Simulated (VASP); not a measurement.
# Mo (P6_3/mmc) in VASP: further runs

Aim: see how the results for Mo move with the level of theory and the settings. Levels: PBEsol, LDA, PBE, PBE+D3(BJ). Tasks: relaxation of cell and atoms.

Program: VASP 6.6.1. These are calculated values, not measurements. Logs are shortened: lines on timing, memory, paths and dates and some standing lists are left out, and cuts for length are marked.

## (1) Starting point

Symmetry: P6_3/mmc, No. 194, hexagonal system. The conventional cell has a = 2.805 Å, b = 2.805 Å, c = 4.580 Å, α = 90.00°, β = 90.00°, γ = 120.00°. Around Mo (site symmetry -6m2) lie 12 Mo at 2.80 Å.

This isn't the form of Mo at room conditions, which is bcc.

## (2) Relaxation of cell and atoms, PBEsol

The input, INCAR:

```
SYSTEM = Mo
  PREC = Accurate
  ENCUT = 600
  EDIFF = 1E-7
  ISMEAR = 0
  SIGMA = 0.1
  LREAL = .False.
  LASPH = .True.
  NELM = 100
  ALGO = Normal
  ISIF = 3
  LWAVE = .False.
  LCHARG = .False.
  GGA = PS
  IBRION = 2
  NSW = 90
  EDIFFG = -0.005
```

The input, KPOINTS:

```
Automatic mesh
0
Gamma
  18 18 10
  0 0 0
```

The input, POSCAR:

```
Mo
1.0
    2.8046577100      0.0000000000      0.0000000000
   -1.4023288500      2.4289048200      0.0000000000
    0.0000000000      0.0000000000      4.5800060300
Mo
2
Direct
    0.3333333300      0.6666666700      0.2500000000
    0.6666666700      0.3333333300      0.7500000000
```

Potentials or basis: VASP PAW PBE potentials, release 64 (Mo_sv).

Started as:

```bash
> cat potpaw_PBE.64/Mo_sv/POTCAR > POTCAR
> mpirun -np 1 vasp_std > vasp.out
```

OUTCAR:

```text
SYSTEM = Mo
   PREC = Accurate
   ENCUT = 600
   EDIFF = 1E-7
   ISMEAR = 0
   LREAL = .False.
   LASPH = .True.
   NELM = 100
   ISIF = 3
   GGA = PS
   IBRION = 2
   NSW = 90
   EDIFFG = -0.005

 ion  position               nearest neighbor table
   1  0.333  0.667  0.250-   2 2.80   2 2.80   2 2.80   2 2.80   2 2.80   2 2.80
   2  0.667  0.333  0.750-   1 2.80   1 2.80   1 2.80   1 2.80   1 2.80   1 2.80

  LATTYP: Found a hexagonal cell.
 ALAT       =     2.8046577100
 C/A-ratio  =     1.6329999963

  Lattice vectors:

 A1 = (   2.8046577100,   0.0000000000,   0.0000000000)
 A2 = (  -1.4023288500,   2.4289048200,   0.0000000000)
 A3 = (   0.0000000000,   0.0000000000,   4.5800060300)

Analysis of symmetry for initial positions (statically):
=====================================================================
 Subroutine PRICEL returns:
 Original cell was already a primitive cell.

 Routine SETGRP: Setting up the symmetry group for a
 hexagonal supercell.

 Subroutine GETGRP returns: Found 24 space group operations
 (whereof 12 operations were pure point group operations)
 out of a pool of 24 trial point group operations.

The static configuration has the point symmetry D_3d.
 The point group associated with its full space group is D_6h.

Analysis of symmetry for dynamics (positions and initial velocities):
=====================================================================
 Subroutine PRICEL returns:
 Original cell was already a primitive cell.

 Routine SETGRP: Setting up the symmetry group for a
 hexagonal supercell.

 Subroutine GETGRP returns: Found 24 space group operations
 (whereof 12 operations were pure point group operations)
 out of a pool of 24 trial point group operations.

The dynamic configuration has the point symmetry D_3d.
 The point group associated with its full space group is D_6h.

 Subroutine INISYM returns: Found 24 space group operations
 (whereof 12 operations are pure point group operations),
 and found     1 'primitive' translations

----------------------------------------------------------------------------------------

                                     Primitive cell

  volume of cell :      31.2001

  direct lattice vectors                    reciprocal lattice vectors
     2.804657710  0.000000000  0.000000000     0.356549748  0.205854093  0.000000000
    -1.402328850  2.428904820  0.000000000     0.000000000  0.411708187  0.000000000
     0.000000000  0.000000000  4.580006030     0.000000000  0.000000000  0.218340324

  length of vectors
     2.804657710  2.804657702  4.580006030     0.411708186  0.411708187  0.218340324

  position of ions in fractional coordinates (direct lattice)
     0.333333330  0.666666670  0.250000000
     0.666666670  0.333333330  0.750000000

  ion indices of the primitive-cell ions
   primitive index   ion index
                 1           1
                 2           2

----------------------------------------------------------------------------------------

 KPOINTS: Automatic mesh

Automatic generation of k-mesh.
 Grid dimensions read from file:
 generate k-points for:   18   18   10

 Generating k-lattice:

  Cartesian coordinates                     Fractional coordinates (reciprocal lattice)
     0.019808319  0.011436338  0.000000000     0.055555556  0.000000000  0.000000000
     0.000000000  0.022872677  0.000000000     0.000000000  0.055555556  0.000000000
     0.000000000  0.000000000  0.021834032     0.000000000  0.000000000  0.100000000

  Length of vectors
     0.022872677  0.022872677  0.021834032

  Shift w.r.t. Gamma in fractional coordinates (k-lattice)
     0.000000000  0.000000000  0.000000000

 Subroutine IBZKPT returns following result:
 ===========================================

 Found    222 irreducible k-points:

 Following reciprocal coordinates:
            Coordinates               Weight
  0.000000  0.000000  0.000000      1.000000
  0.055556  0.000000  0.000000      6.000000
  0.111111  0.000000  0.000000      6.000000
  0.166667  0.000000  0.000000      6.000000
  0.222222  0.000000  0.000000      6.000000
  0.277778  0.000000  0.000000      6.000000
[... 16 lines left out ...]
  0.333333  0.111111  0.000000     12.000000
  0.388889  0.111111  0.000000     12.000000
 [... further k-points ...]
   k-points           NKPTS =    222   k-points in BZ     NKDIM =    222   number of bands    NBANDS=     18
   number of dos      NEDOS =    301   number of ions     NIONS =      2
   total plane-waves  NPLWV =  23040
   dimension x,y,z NGX =    24 NGY =   24 NGZ =   40
   dimension x,y,z NGXF=    48 NGYF=   48 NGZF=   80
   ions per type =               2
   NGX,Y,Z   is equivalent  to a cutoff of  14.23, 14.23, 14.52 a.u.
   NGXF,Y,Z  is equivalent  to a cutoff of  28.45, 28.45, 29.04 a.u.
 SYSTEM =  Mo
   PREC   = accura    normal or accurate (medium, high low for compatibility)
   ISTART =      0    job   : 0-new  1-cont  2-samecut
   ICHARG =      2    charge: 1-file 2-atom 10-const
   ISPIN  =      1    spin polarized calculation?
   LNONCOLLINEAR =      F non collinear calculations
   LSORBIT =      F    spin-orbit coupling
   LASPH  =      T    aspherical Exc in radial PAW
   ENCUT  =  600.0 eV  44.10 Ry    6.64 a.u.   5.60  5.60  9.15*2*pi/ulx,y,z
   NELM   =    100;   NELMIN=  2; NELMDL= -5     # of ELM steps
   EDIFF  = 0.1E-06   stopping-criterion for ELM
   LREAL  =      F    real-space projection
   EDIFFG = -.5E-02   stopping-criterion for IOM
   NSW    =     90    number of steps for IOM
   IBRION =      2    ionic relax: 0-MD 1-quasi-New 2-CG
   NFREE  =      1    steps in history (QN), initial steepest desc. (CG)
   ISIF   =      3    stress and relaxation
   ISYM   =      2    0-nonsym 1-usesym 2-fastsym
   POTIM  = 0.5000    time-step for ionic-motion
   TEBEG  =    0.0;   TEEND  =   0.0 temperature during run
   PSTRESS=    0.0 pullay stress
   NELECT =      28.0000    total number of electrons
   NUPDOWN=      -1.0000    fix difference up-down
   EMIN   =  10.00;   EMAX   =-10.00  energy-range for DOS
   EFERMI =   0.00;   METHOD = LEGACY
   ISMEAR =     0;   SIGMA  =   0.10  broadening in eV -4-tet -1-fermi 0-gaus
   EFERMI_NEDOS =   21; number of points for ismear=-14 and -15
   IALGO  =     38    algorithm
   IMIX   =      4    mixing-type and parameters
     AMIX     =   0.40;   BMIX     =  1.00
     AMIX_MAG =   1.60;   BMIX_MAG =  1.00
  volume/ion in A,a.u.               =      15.60       105.27
  Fermi-wavevector in a.u.,A,eV,Ry     =   1.579097  2.984060 33.926755  2.493546
  Thomas-Fermi vector in A             =   2.679528
   LORBIT       =      0    0 simple, 1 ext, 2 COOP (PROOUT), +10 PAW based schemes
   GGA     = PS    functional components
   LHFCALC =     F    Hartree Fock is set to
   AEXX    =    0.0000 exact exchange contribution
   IVDW    =     0    specifies the selected vdW correction
   LEPSILON=     F    determine dielectric tensor
   LRPA    =     F    only Hartree local field effects (RPA)
 conjugate gradient relaxation of ions
 non-spin polarized calculation
 Gauss-broadening in eV      SIGMA  =   0.10
  energy-cutoff  :      600.00
  volume of cell :       31.20
 maximum number of plane-waves:      1087
 NGX is ok and might be reduce to    24
   NGX = 11   NGY = 11   NGZ = 19

--------------------------------------- Ionic step        1  -------------------------------------------

 number of electron      28.0000000 magnetization

 Free energy of the ion-electron system (eV)
  ---------------------------------------------------
  ext. energy  EPLUGINS =         0.00000000
  ---------------------------------------------------
  free energy    TOTEN  =       -22.60800809 eV

  energy without entropy =      -22.58905743  energy(sigma->0) =      -22.59853276

------------------------ aborting loop because EDIFF is reached ----------------------------------------

  FORCE on cell =-STRESS in cart. coord.  units (eV):
  Direction    XX          YY          ZZ          XY          YZ          ZX
  --------------------------------------------------------------------------------------
  -------------------------------------------------------------------------------------
  Total       -0.4592014     -0.4592014      0.2620719     -0.0000000      0.0000000      0.0000000
  in kB      -23.5807382    -23.5807381     13.4578168     -0.0000000      0.0000000      0.0000000
  external PRESSURE =     -11.2345532 kB  Pullay stress =       0.0000000 kB
[... 89 lines left out ...]
  FREE ENERGIE OF THE ION-ELECTRON SYSTEM (eV)
  ---------------------------------------------------
  free  energy   TOTEN  =       -22.6168708938 eV

  energy  without entropy=      -22.5993259788  energy(sigma->0) =      -22.60809844

[... ionic steps 4 to 14 ...]

--------------------------------------- Ionic step       15  -------------------------------------------

 number of electron      27.9999999 magnetization

------------------------ aborting loop because EDIFF is reached ----------------------------------------

  FORCE on cell =-STRESS in cart. coord.  units (eV):
  Direction    XX          YY          ZZ          XY          YZ          ZX
  --------------------------------------------------------------------------------------
  -------------------------------------------------------------------------------------
  Total        0.0050939      0.0050939      0.0328638      0.0000000      0.0000000      0.0000000
  in kB        0.2609692      0.2609692      1.6836797      0.0000000      0.0000000      0.0000000
  external PRESSURE =       0.7352060 kB  Pullay stress =       0.0000000 kB
[... 57 lines left out ...]
  energy  without entropy=      -22.6516181155  energy(sigma->0) =      -22.65840491

--------------------------------------- Ionic step       17  -------------------------------------------

 number of electron      27.9999999 magnetization

 Free energy of the ion-electron system (eV)
  ---------------------------------------------------
  ext. energy  EPLUGINS =         0.00000000
  ---------------------------------------------------
  free energy    TOTEN  =       -22.66519987 eV

  energy without entropy =      -22.65162665  energy(sigma->0) =      -22.65841326

 E-fermi :  12.1491     XC(G=0): -13.5030

 val. band max:       12.1375821249   @ k =   0.1111   0.0556   0.2000
 cond. band min:      12.1546637148   @ k =   0.3889   0.0000   0.3000
 fundamental gap:      0.0170815899
 Fermi energy:        12.1491468620

 k-point     1 :       0.0000    0.0000    0.0000
  band No.  band energies     occupation
      1     -48.6106      2.00000
      2     -48.4314      2.00000
      3     -23.2552      2.00000
      4     -22.0882      2.00000
      5     -21.9269      2.00000
      6     -21.9269      2.00000
[... 10 lines left out ...]
     17      13.6154      0.00000
     18      13.6154      0.00000
[... 466 lines left out ...]
      2     -48.2657      2.00000
      3     -23.2302      2.00000
      4     -23.0722      2.00000
      5     -22.6531      2.00000
      6     -22.3813      2.00000
[... 10 lines left out ...]
     17      15.5914      0.00000
     18      16.2907      0.00000

 [... further k-points ...]

------------------------ aborting loop because EDIFF is reached ----------------------------------------

  FORCE on cell =-STRESS in cart. coord.  units (eV):
  Direction    XX          YY          ZZ          XY          YZ          ZX
  --------------------------------------------------------------------------------------
  -------------------------------------------------------------------------------------
  Total       -0.0038450     -0.0038450      0.0039459     -0.0000000     -0.0000000      0.0000000
  in kB       -0.1969068     -0.1969068      0.2020771     -0.0000000     -0.0000000      0.0000000
  external PRESSURE =      -0.0639122 kB  Pullay stress =       0.0000000 kB
[... 17 lines left out ...]
  FREE ENERGIE OF THE ION-ELECTRON SYSTEM (eV)
  ---------------------------------------------------
  free  energy   TOTEN  =       -22.6651998718 eV

  energy  without entropy=      -22.6516266539  energy(sigma->0) =      -22.65841326

 reached required accuracy - stopping structural energy minimisation
```

Wall time 7.2 min (1 thread of Intel Xeon 6975P-C (Granite Rapids), shared host); peak memory 0.28 GiB.

Results:

```
Free energy                            : -22.6652 eV
Relaxed volume                         : 15.64 Å³/atom
Relaxed cell                           : a = 2.732 Å, b = 2.732 Å, c = 4.841 Å, α = 90.00°, β = 90.00°, γ = 120.00°
Space group after relaxing (to 0.05 Å) : P6_3/mmc (No. 194)
Energy gained by relaxing              : 28.6 meV/atom
Ionic steps                            : 17
Pressure after relaxing                : 0.0 GPa
Band gap on the k mesh                 : none (metal or under the smearing width)
```

The path:
| step | energy change (eV) | largest force (eV/Å) | pressure (GPa) | volume (Å³) |
| --- | --- | --- | --- | --- |
| 1 | 0.0000 | 0.0000 | -1.12 | 31.20 |
| 2 | -0.0083 | 0.0000 | 3.43 | 30.71 |
| 3 | -0.0089 | 0.0000 | 4.92 | 30.55 |
| 4 | -0.0103 | 0.0000 | 5.21 | 30.53 |
| 5 | -0.0144 | 0.0000 | 6.10 | 30.45 |
| 6 | -0.0197 | 0.0000 | 7.98 | 30.29 |
| 7 | -0.0283 | 0.0000 | 7.16 | 30.39 |
| 8 | -0.0474 | 0.0000 | 4.83 | 30.69 |
| 9 | -0.0461 | 0.0000 | 0.86 | 31.29 |
| 10 | -0.0534 | 0.0000 | 2.73 | 30.99 |
| 11 | -0.0555 | 0.0000 | 1.89 | 31.08 |
| 12 | -0.0571 | 0.0000 | 0.29 | 31.25 |
| 13 | -0.0571 | 0.0000 | 0.23 | 31.25 |
| 14 | -0.0572 | 0.0000 | 0.16 | 31.26 |
| 15 | -0.0572 | 0.0000 | 0.07 | 31.27 |
| 16 | -0.0572 | 0.0000 | -0.11 | 31.30 |
| 17 | -0.0572 | 0.0000 | -0.01 | 31.29 |

Final structure:
```
Mo
1.0
     2.73181    0.00000    0.00000
    -1.36590    2.36581    0.00000
     0.00000    0.00000    4.84075
Mo
2
Direct
  0.33333 0.66667 0.25000
  0.66667 0.33333 0.75000
```

Levels at points of the mesh, in eV from the Fermi level:
| k point | band 11 | band 12 | band 13 | band 14 | band 15 | band 16 | band 17 | band 18 |
| --- | --- | --- | --- | --- | --- | --- | --- | --- |
| (0.00, 0.00, 0.00) | -1.77 | -0.69 | -0.69 | -0.17 | -0.17 | 0.68 | 1.47 | 1.47 |
| (0.50, 0.00, 0.00) | -4.23 | -1.22 | -0.46 | -0.32 | -0.20 | 3.82 | 4.63 | 4.90 |
| (0.00, 0.00, 0.50) | -1.94 | -1.94 | -0.66 | -0.66 | -0.66 | -0.66 | 2.81 | 2.81 |
| (0.50, 0.00, 0.50) | -3.43 | -3.43 | 1.25 | 1.25 | 1.85 | 1.85 | 4.78 | 4.78 |

Caveat: the PAW data sets were made with another functional, which shifts forces and pressure a little.

## (3) Relaxation of cell and atoms, LDA

Edit INCAR of step 2 so:

```diff
@@ -13,3 +13,3 @@
   LCHARG = .False.
-  GGA = PS
+  GGA = CA
   IBRION = 2
```

KPOINTS is that of step 2.

POSCAR is that of step 2.

Potentials or basis: VASP PAW LDA potentials, release 64 (Mo_sv).

Started as:

```bash
> cat potpaw_LDA.64/Mo_sv/POTCAR > POTCAR
> mpirun -np 1 vasp_std > vasp.out
```

OUTCAR:

```text
SYSTEM = Mo
   PREC = Accurate
   ENCUT = 600
   EDIFF = 1E-7
   ISMEAR = 0
   LREAL = .False.
   LASPH = .True.
   NELM = 100
   ISIF = 3
   GGA = CA
   IBRION = 2
   NSW = 90
   EDIFFG = -0.005

 ion  position               nearest neighbor table
   1  0.333  0.667  0.250-   2 2.80   2 2.80   2 2.80   2 2.80   2 2.80   2 2.80
   2  0.667  0.333  0.750-   1 2.80   1 2.80   1 2.80   1 2.80   1 2.80   1 2.80

  LATTYP: Found a hexagonal cell.
 ALAT       =     2.8046577100
 C/A-ratio  =     1.6329999963

  Lattice vectors:

 A1 = (   2.8046577100,   0.0000000000,   0.0000000000)
 A2 = (  -1.4023288500,   2.4289048200,   0.0000000000)
 A3 = (   0.0000000000,   0.0000000000,   4.5800060300)

Analysis of symmetry for initial positions (statically):
=====================================================================
[... 367 lines left out ...]

  energy without entropy =      -23.36253457  energy(sigma->0) =      -23.36925778

 E-fermi :  12.4116     XC(G=0): -13.6692

 val. band max:       12.4114461724   @ k =   0.0556   0.0556   0.2000
 cond. band min:      12.4224050742   @ k =   0.2778   0.1111   0.2000
 fundamental gap:      0.0109589018
 Fermi energy:        12.4115981991

 k-point     1 :       0.0000    0.0000    0.0000
  band No.  band energies     occupation
      1     -48.0897      2.00000
      2     -47.8932      2.00000
      3     -22.9289      2.00000
      4     -21.6814      2.00000
      5     -21.5266      2.00000
      6     -21.5266      2.00000
[... 481 lines left out ...]
      5     -22.2877      2.00000
      6     -22.0073      2.00000
[... 10 lines left out ...]
     17      15.9221      0.00000
     18      16.6322      0.00000

 [... further k-points ...]

------------------------ aborting loop because EDIFF is reached ----------------------------------------

  FORCE on cell =-STRESS in cart. coord.  units (eV):
  Direction    XX          YY          ZZ          XY          YZ          ZX
  --------------------------------------------------------------------------------------
  -------------------------------------------------------------------------------------
  Total        0.0024556      0.0024556      0.0063967      0.0000000     -0.0000000      0.0000000
  in kB        0.1278341      0.1278341      0.3330007      0.0000000     -0.0000000      0.0000000
  external PRESSURE =       0.1962230 kB  Pullay stress =       0.0000000 kB
[... 17 lines left out ...]
  FREE ENERGIE OF THE ION-ELECTRON SYSTEM (eV)
  ---------------------------------------------------
  free  energy   TOTEN  =       -23.3759810016 eV

  energy  without entropy=      -23.3625345674  energy(sigma->0) =      -23.36925778

 reached required accuracy - stopping structural energy minimisation
```

OSZICAR:

```text
N       E                     dE             d eps       ncg     rms          rms(c)
DAV:   1     0.347039353928E+03    0.34704E+03   -0.19444E+04  8000   0.183E+03
DAV:   2    -0.135974264463E+02   -0.36064E+03   -0.35615E+03  8472   0.538E+02
DAV:   3    -0.244476831502E+02   -0.10850E+02   -0.10471E+02 10184   0.907E+01
[... 128 lines left out ...]
DAV:   2    -0.233759951046E+02    0.10306E-03   -0.20867E-04  8132   0.155E-01    0.259E-02
DAV:   3    -0.233759805630E+02    0.14542E-04   -0.55592E-05  8878   0.697E-02    0.162E-02
DAV:   4    -0.233759812107E+02   -0.64774E-06   -0.22061E-06  8624   0.146E-02    0.481E-03
DAV:   5    -0.233759809962E+02    0.21448E-06   -0.11099E-06  8858   0.105E-02    0.126E-03
DAV:   6    -0.233759810016E+02   -0.53583E-08   -0.14396E-08  4044   0.134E-03
  15 F= -.23375981E+02 E0= -.23369258E+02  d E =-.133625E-02
```

Wall time 6.5 min (1 thread of Intel Xeon 6975P-C (Granite Rapids), shared host); peak memory 0.26 GiB.

What came out:

| Property | Result |
| --- | --- |
| Free energy | -23.3760 eV |
| Relaxed volume | 15.39 Å³/atom |
| Relaxed cell | a = 2.718 Å, b = 2.718 Å, c = 4.810 Å, α = 90.00°, β = 90.00°, γ = 120.00° |
| Space group after relaxing (to 0.05 Å) | P6_3/mmc (No. 194) |
| Energy gained by relaxing | 29.2 meV/atom |
| Ionic steps | 15 |
| Pressure after relaxing | 0.0 GPa |
| Band gap on the k mesh | none (metal or under the smearing width) |

The path:
| step | energy change (eV) | largest force (eV/Å) | pressure (GPa) | volume (Å³) |
| --- | --- | --- | --- | --- |
| 1 | 0.0000 | 0.0000 | -5.32 | 31.20 |
| 2 | 0.0668 | 0.0000 | 16.84 | 28.92 |
| 3 | -0.0121 | 0.0000 | 0.24 | 30.54 |
| 4 | -0.0121 | 0.0000 | 0.36 | 30.53 |
| 5 | -0.0193 | 0.0000 | 0.72 | 30.52 |
| 6 | -0.0477 | 0.0000 | 1.89 | 30.48 |
| 7 | -0.0018 | 0.0000 | 6.35 | 30.32 |
| 8 | -0.0548 | 0.0000 | 2.63 | 30.46 |
| 9 | -0.0551 | 0.0000 | 3.04 | 30.44 |
| 10 | -0.0553 | 0.0000 | 2.92 | 30.45 |
| 11 | -0.0569 | 0.0000 | 1.87 | 30.58 |
| 12 | -0.0570 | 0.0000 | 1.52 | 30.63 |
| 13 | -0.0578 | 0.0000 | 0.97 | 30.68 |
| 14 | -0.0583 | 0.0000 | 0.15 | 30.76 |
| 15 | -0.0583 | 0.0000 | 0.02 | 30.78 |

Final structure:
```yaml
crystal:
  lattice:
    - [2.71826, 0.00000, 0.00000]
    - [-1.35913, 2.35408, 0.00000]
    - [0.00000, 0.00000, 4.80961]
  atoms:
    - { symbol: Mo, position: [0.33333, 0.66667, 0.25000] }
    - { symbol: Mo, position: [0.66667, 0.33333, 0.75000] }
```

(Part 1 of 2 ends here.)
